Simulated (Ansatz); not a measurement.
# Na2S (Fm-3m) in Ansatz: convergence with wavefunction cutoff

Aim: find how far wavefunction cutoff must go before the results for Na2S settle, at PBE. This setting moves, with any that are tied to it; all else stays.

Program: Ansatz 0.2.0. These are calculated values, not measurements. Logs are shortened: lines on timing, memory, paths and dates and some standing lists are left out, and cuts for length are marked.

## 1. The structure

It takes space group Fm-3m (No. 225, cubic). Conventional cell: a = 6.547 Å, b = 6.547 Å, c = 6.547 Å, α = 90.00°, β = 90.00°, γ = 90.00°. Around S (site symmetry m-3m) lie 8 Na at 2.83 Å. Na (site symmetry -43m) has 4 S at 2.83 Å as nearest neighbours.

## 2. With wavefunction cutoff 400 eV

Input file input.yaml:

```yaml
crystal:
  lattice:
    - [0.0, 3.2735, 3.2735]
    - [3.2735, 0.0, 3.2735]
    - [3.2735, 3.2735, 0.0]
  atoms:
    - { symbol: S, position: [0.0, 0.0, 0.0] }
    - { symbol: Na, position: [0.75, 0.75, 0.75] }
    - { symbol: Na, position: [0.25, 0.25, 0.25] }
hamiltonian:
  xc: pbe
  pseudopotentials: { kind: nc, accuracy: standard }
kpoints:
  mp_grid: { grid: [6, 6, 6] }
scf:
  occupations: { method: fermi_dirac, width: 0.05 }
output:
  forces: true
  stress: true
  eigenvalues: true
basis:
  ecutwfc: "400 eV"
```

Potentials or basis: PseudoDojo standard (PBE files).

On the command line:

```console
ansatz run input.yaml --threads 2 --pin off --max-ram 5632MiB --backend cpu --events-out ev --progress --plain --runs-dir out
```

Wall time 0.59 s (2 threads of Arm Neoverse V1, shared host); peak memory 0.25 GiB.

What came out:

- Free energy: -2713.0801 eV
- Pressure: 0.3 GPa
- Band gap on the k mesh: 2.13 eV, direct

## 3. With wavefunction cutoff 500 eV

Edit input.yaml of step 2 so:

```diff
@@ -21,2 +21,2 @@
 basis:
-  ecutwfc: "400 eV"
+  ecutwfc: "500 eV"
```

Potentials or basis: PseudoDojo standard (PBE files).

On the command line:

```console
ansatz run input.yaml --threads 2 --pin off --max-ram 5632MiB --backend cpu --events-out ev --progress --plain --runs-dir out
```

Run time: 0.74 s. Hardware: 2 threads of Arm Neoverse V1, shared host; peak memory 0.27 GiB.

What came out:

```
Free energy            : -2757.5732 eV
Pressure               : 0.5 GPa
Band gap on the k mesh : 2.30 eV, direct
```

## 4. With wavefunction cutoff 600 eV

Edit input.yaml of step 3 so:

```diff
@@ -21,2 +21,2 @@
 basis:
-  ecutwfc: "500 eV"
+  ecutwfc: "600 eV"
```

On the command line:

```console
ansatz run input.yaml --threads 2 --pin off --max-ram 5632MiB --backend cpu --events-out ev --progress --plain --runs-dir out
```

Run time: 0.84 s. Hardware: 2 threads of Arm Neoverse V1, shared host; peak memory 0.29 GiB.

What came out:

```
Free energy            : -2778.3349 eV
Pressure               : 0.2 GPa
Band gap on the k mesh : 2.39 eV, direct
```

## 5. With wavefunction cutoff 700 eV

Edit input.yaml of step 4 so:

```diff
@@ -21,2 +21,2 @@
 basis:
-  ecutwfc: "600 eV"
+  ecutwfc: "700 eV"
```

On the command line:

```console
ansatz run input.yaml --threads 2 --pin off --max-ram 5632MiB --backend cpu --events-out ev --progress --plain --runs-dir out
```

It took 1 s on 2 threads of Arm Neoverse V1, shared host; peak memory 0.3 GiB.

What came out:

```
Free energy            : -2786.7173 eV
Pressure               : 0.3 GPa
Band gap on the k mesh : 2.44 eV, direct
```

## 6. With wavefunction cutoff 850 eV

Edit input.yaml of step 5 so:

```diff
@@ -21,2 +21,2 @@
 basis:
-  ecutwfc: "700 eV"
+  ecutwfc: "850 eV"
```

Potentials or basis: PseudoDojo standard (PBE files).

On the command line:

```console
ansatz run input.yaml --threads 2 --pin off --max-ram 5632MiB --backend cpu --events-out ev --progress --plain --runs-dir out
```

It took 1.2 s on 2 threads of Arm Neoverse V1, shared host; peak memory 0.34 GiB.

It converged, with:

```
Free energy            : -2790.1090 eV
Pressure               : 0.3 GPa
Band gap on the k mesh : 2.47 eV, direct
```

## 7. With wavefunction cutoff 1000 eV

Edit input.yaml of step 6 so:

```diff
@@ -21,2 +21,2 @@
 basis:
-  ecutwfc: "850 eV"
+  ecutwfc: "1000 eV"
```

On the command line:

```console
ansatz run input.yaml --threads 2 --pin off --max-ram 5632MiB --backend cpu --events-out ev --progress --plain --runs-dir out
```

Wall time 1.4 s (2 threads of Arm Neoverse V1, shared host); peak memory 0.37 GiB.

Results (log left out):

| Quantity | Value |
| --- | --- |
| Free energy | -2790.5286 eV |
| Pressure | 0.3 GPa |
| Band gap on the k mesh | 2.47 eV, direct |

## 8. With wavefunction cutoff 1200 eV

Edit input.yaml of step 7 so:

```diff
@@ -21,2 +21,2 @@
 basis:
-  ecutwfc: "1000 eV"
+  ecutwfc: "1200 eV"
```

On the command line:

```console
ansatz run input.yaml --threads 2 --pin off --max-ram 5632MiB --backend cpu --events-out ev --progress --plain --runs-dir out
```

Run time: 2.1 s. Hardware: 2 threads of Arm Neoverse V1, shared host; peak memory 0.43 GiB.

It converged, with:

* Free energy: -2790.5504 eV
* Pressure: 0.3 GPa
* Band gap on the k mesh: 2.48 eV, direct

## 9. With wavefunction cutoff 1400 eV

Edit input.yaml of step 8 so:

```diff
@@ -21,2 +21,2 @@
 basis:
-  ecutwfc: "1200 eV"
+  ecutwfc: "1400 eV"
```

Potentials or basis: PseudoDojo standard (PBE files).

On the command line:

```console
ansatz run input.yaml --threads 2 --pin off --max-ram 5632MiB --backend cpu --events-out ev --progress --plain --runs-dir out
```

It took 2.3 s on 2 threads of Arm Neoverse V1, shared host; peak memory 0.49 GiB.

It converged, with:

| Property | Result |
| --- | --- |
| Free energy | -2790.5510 eV |
| Pressure | 0.3 GPa |
| Band gap on the k mesh | 2.48 eV, direct |

## 10. With wavefunction cutoff 1700 eV

Edit input.yaml of step 9 so:

```diff
@@ -21,2 +21,2 @@
 basis:
-  ecutwfc: "1400 eV"
+  ecutwfc: "1700 eV"
```

Potentials or basis: PseudoDojo standard (PBE files).

On the command line:

```console
ansatz run input.yaml --threads 2 --pin off --max-ram 5632MiB --backend cpu --events-out ev --progress --plain --runs-dir out
```

Standard output:

```text
Warning: RAYON_NUM_THREADS=2 ignored (pool sized by the plan → 2); use --threads N
Engine: ansatz 0.2.0, aarch64-unknown-linux-gnu
Pseudopotentials: kind: nc
Pseudopotential: S, nc, valence charge 6, recommended cutoff 770 eV (normal), S.nc.azcp (PseudoDojo's, or run here from an input of PseudoDojo's; its table is named by hamiltonian.pseudopotentials.accuracy)
Pseudopotential: Na, nc, valence charge 9, recommended cutoff 1197.300995 eV (normal), Na.nc.azcp (PseudoDojo's, or run here from an input of PseudoDojo's; its table is named by hamiltonian.pseudopotentials.accuracy)
Functional definition: PBE
  parameter kappa = 0.804
  parameter beta = 0.06672455060314922
  exchange = pbe_x(kappa = kappa, mu = beta*pi^2/3)
  correlation = pbe_c(beta = beta)
Crystal: 3 atoms, lattice volume = 70.156 Å³
Basis set: ecut = 1700 eV, 11191 PW (Γ), exchange–correlation on 128×128×128 points (8 copies of the dense FFT grid, shifted against one another)
Bands: 16, of which v1, the nominal top of the filled ones, is band 12 counted from 1 (11 counted from 0)
Symmetry: 48 space group operations
Space group: Fm-3m (ITA 225), of the structure as read, at distance tolerance 4.1e-5 Å
k-points: 16 of 216
Non-local potential: S, projectors of the file, l = 0: 2, l = 1: 2, l = 2: 2
Non-local potential: Na, projectors of the file, l = 0: 2, l = 1: 2
Initial density: superposition of atomic densities (chi_scale 0.1, normalization cell, long waves kept (reshape's long-wave potential 0.00 eV rms))
Initial wavefunctions: pseudopotential atomic-orbital guess
Functional: x = pbe(κ = 0.804, μ = 0.2195149727645171), c = pbe(β = 0.06672455060314922)
SCF iter   1: F=—  HF=-2790.872555 eV  |F-HF|=—  |Δ(HF+E_count)|=         —  Δρ=4.60e-2  dr2=8.86e-1  ethr=3.10e-3  ⟨swp⟩=5.2  Hψ=1464  notcnv=0
preconditioner: auto → none  [insulator: Δε(μ)=2.282 eV  Ē_g=9.438 eV  σ=0.050 eV  W_gap=1.00  n_scr=14 (ndim 8)  ℏωp=12.5 eV  f_vac=0.000  D(μ)=0.00/eV (n_scr^D=0)  ε∞_Penn≈2.8]
SCF iter   2: F=—  HF=-2790.543617 eV  |F-HF|=—  |Δ(HF+E_count)|=   3.29e-1  Δρ=1.07e-2  dr2=8.24e-2  ethr=3.10e-3  ⟨swp⟩=2.2  Hψ=614  notcnv=0
SCF iter   3: F=—  HF=-2790.547741 eV  |F-HF|=—  |Δ(HF+E_count)|=   4.12e-3  Δρ=3.83e-3  dr2=6.48e-3  ethr=3.43e-4  ⟨swp⟩=3.0  Hψ=510  notcnv=0
SCF iter   4: F=—  HF=-2790.551787 eV  |F-HF|=—  |Δ(HF+E_count)|=   4.05e-3  Δρ=8.97e-4  dr2=1.38e-3  ethr=2.70e-5  ⟨swp⟩=2.0  Hψ=384  notcnv=0
SCF iter   5: F=—  HF=-2790.551493 eV  |F-HF|=—  |Δ(HF+E_count)|=   2.94e-4  Δρ=2.35e-4  dr2=1.47e-5  ethr=5.75e-6  ⟨swp⟩=2.0  Hψ=320  notcnv=0
SCF iter   6: F=—  HF=-2790.551441 eV  |F-HF|=—  |Δ(HF+E_count)|=   5.15e-5  Δρ=3.91e-5  dr2=9.43e-7  ethr=6.14e-8  ⟨swp⟩=3.0  Hψ=512  notcnv=0
SCF iter   7: F=-2790.551441 eV  HF=-2790.551441 eV  |F-HF|=1.85e-9  |Δ(HF+E_count)|=   2.10e-7  Δρ=3.98e-6  dr2=7.02e-9  ethr=4.17e-10  ⟨swp⟩=7.1  Hψ=1300  notcnv=0
SCF 1 converged in 7 iterations: F = -2790.551441 eV  dr2 = 7.02e-9
SCF converged after 7 iterations
Free energy (F): -2790.551441 eV
Harris-Foulkes:  -2790.551441 eV  (|F-HF|=1.85e-9)
Internal energy: -2790.551441 eV  (E = F + TS)
E sigma→0 (E₀):  -2790.551441 eV
Fermi energy:    3.277223 eV
--- Per-component energies (eV) ---
  E_band       = -445.050886
  E_kinetic    = 1622.244726
  E_local      = -2873.391637  (includes V_loc(G=0)·N_el)
  E_nonlocal   = -766.381172
  E_hartree    = 1071.632767
  E_xc         = -461.703365
  E_vxc        = -570.790502  (∫ρ·V_xc dr)
  E_ewald      = -1382.952759
  E_smearing   = -0.000000  (= −TS)
  E_closure    = 0.000000  (closes the sum)
  Σ components = -2790.551441   (vs F -2790.551441, Δ=0.00e0)
--- Forces (eV/Å), atoms counted from 1 ---
  atom   1  S     -0.00000000    -0.00000000    -0.00000000
  atom   2  Na     0.00000000    -0.00000000     0.00000000
  atom   3  Na    -0.00000000    -0.00000000    -0.00000000
  max |Σ_I F_I| component: 2.31e-17 eV/Å
--- Stress (GPa, compression-positive) ---
        0.311807       0.000000       0.000000
       -0.000000       0.311807      -0.000000
        0.000000      -0.000000       0.311807
  P = ⅓ Tr σ = 0.3118 GPa (3.118 kbar)
--- Band table (eV; the first three rows and the last of 16) ---
  k-point 0: bands = ["-48.3589", "-48.3474", "-20.3196", "-20.3196", "-20.3196", "-20.2667", "-20.2667", "-20.2667", "-8.1750", "1.9620", "1.9620", "1.9620", "4.4370", "9.6796", "9.6796", "9.6796"]
  k-point 1: bands = ["-48.3581", "-48.3481", "-20.3173", "-20.3162", "-20.3162", "-20.2720", "-20.2704", "-20.2704", "-8.1169", "1.3811", "1.9272", "1.9272", "5.1971", "9.3104", "9.7813", "9.7813"]
  k-point 2: bands = ["-48.3560", "-48.3502", "-20.3105", "-20.3070", "-20.3070", "-20.2847", "-20.2805", "-20.2805", "-7.9968", "0.6227", "1.8610", "1.8610", "6.2928", "8.6981", "9.3483", "9.3483"]
  k-point 15: bands = ["-48.3540", "-48.3521", "-20.3420", "-20.3335", "-20.3128", "-20.2774", "-20.2580", "-20.2548", "-7.8583", "0.7130", "1.2085", "1.4112", "6.4580", "8.5663", "9.7683", "9.7780"]
```

Wall time 3.6 s (2 threads of Arm Neoverse V1, shared host); peak memory 0.56 GiB.

Results:

| Quantity | Value |
| --- | --- |
| Free energy | -2790.5514 eV |
| Pressure | 0.3 GPa |
| Band gap on the k mesh | 2.47 eV, direct |

## 11. The series at a glance

| wavefunction cutoff | energy less the tightest run, at zero smearing (meV/atom) | pressure (GPa) | gap on the mesh (eV) | SCF cycles | CPU time (s) | peak memory (GiB) |
| --- | --- | --- | --- | --- | --- | --- |
| 400 eV | 25823.77 | 0.33 | 2.130 | 7 | 1.1 | 0.25 |
| 500 eV | 10992.75 | 0.49 | 2.297 | 7 | 1.4 | 0.27 |
| 600 eV | 4072.18 | 0.22 | 2.388 | 7 | 1.6 | 0.29 |
| 700 eV | 1278.04 | 0.25 | 2.442 | 7 | 1.9 | 0.3 |
| 850 eV | 147.48 | 0.29 | 2.472 | 7 | 2.2 | 0.34 |
| 1000 eV | 7.62 | 0.31 | 2.475 | 7 | 2.6 | 0.37 |
| 1200 eV | 0.35 | 0.31 | 2.475 | 7 | 4 | 0.43 |
| 1400 eV | 0.14 | 0.31 | 2.475 | 7 | 4.5 | 0.49 |
| 1700 eV | 0.00 | 0.31 | 2.475 | 7 | 7 | 0.56 |

Against the tightest run, the energy stays within 1 meV/atom from 1200 eV on; the pressure stays within 0.1 GPa from 600 eV on; the gap on the mesh stays within 0.01 eV from 850 eV on. The tightest run that finished is the yardstick and may itself not be fully converged.
